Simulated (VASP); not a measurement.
# Ni: single point with PBE

Crystal: Ni.

```
Ni
1.0
     0.00000    1.80889    1.80889
     1.80889    0.00000    1.80889
     1.80889    1.80889    0.00000
Ni
1
Direct
  0.00000 0.00000 0.00000
```

The cell isn't the ideal one: a relaxed cell with its volume scaled by 1.09.

```json
{"Program": "VASP 6.6.1", "Task": "single point", "Functional": "PBE", "Potentials or basis": "VASP PAW PBE potentials, release 64 (Ni)", "Cutoff": "350 eV", "k mesh": "20 × 20 × 20", "Occupations": "gaussian, width 0.1 eV", "Spin": "collinear spin, ferromagnetic start", "Starting moments": "[0.8] μB"}
```

```
Pressure                                              : -13.8 GPa
Band gap on the k mesh                                : none (metal or under the smearing width)
Net moment                                            : 0.64 μB per cell
Site moments                                          : Ni +0.66 μB
Valence electrons inside the program's atomic spheres : Ni 9.16
```

Levels at points of the mesh, in eV from the Fermi level:
Spin up:
| k point | band 1 | band 2 | band 3 | band 4 | band 5 | band 6 | band 7 | band 8 | band 9 | band 10 |
| --- | --- | --- | --- | --- | --- | --- | --- | --- | --- | --- |
| (0.00, 0.00, 0.00) | -8.45 | -2.25 | -2.25 | -2.25 | -1.20 | -1.20 | 23.00 | 26.20 | 26.20 | 26.20 |
| (0.50, 0.00, 0.00) | -4.41 | -2.22 | -2.22 | -0.64 | -0.64 | -0.15 | 5.07 | 21.53 | 23.22 | 23.22 |
| (0.50, 0.50, 0.00) | -4.18 | -3.80 | -0.58 | -0.53 | -0.53 | 2.39 | 8.48 | 14.04 | 14.04 | 18.69 |
Spin down:
| k point | band 2 | band 3 | band 4 | band 5 | band 6 | band 7 | band 8 | band 9 |
| --- | --- | --- | --- | --- | --- | --- | --- | --- |
| (0.00, 0.00, 0.00) | -1.47 | -1.47 | -1.47 | -0.60 | -0.60 | 22.81 | 26.19 | 26.19 |
| (0.50, 0.00, 0.00) | -1.59 | -1.59 | -0.22 | 0.14 | 0.14 | 5.50 | 21.37 | 23.30 |
| (0.50, 0.50, 0.00) | -3.15 | 0.04 | 0.35 | 0.35 | 2.34 | 8.71 | 14.04 | 14.04 |

It took 39 s on 1 thread of AMD EPYC 9R14 (Zen 4), on a shared host, peak memory 0.12 GiB.
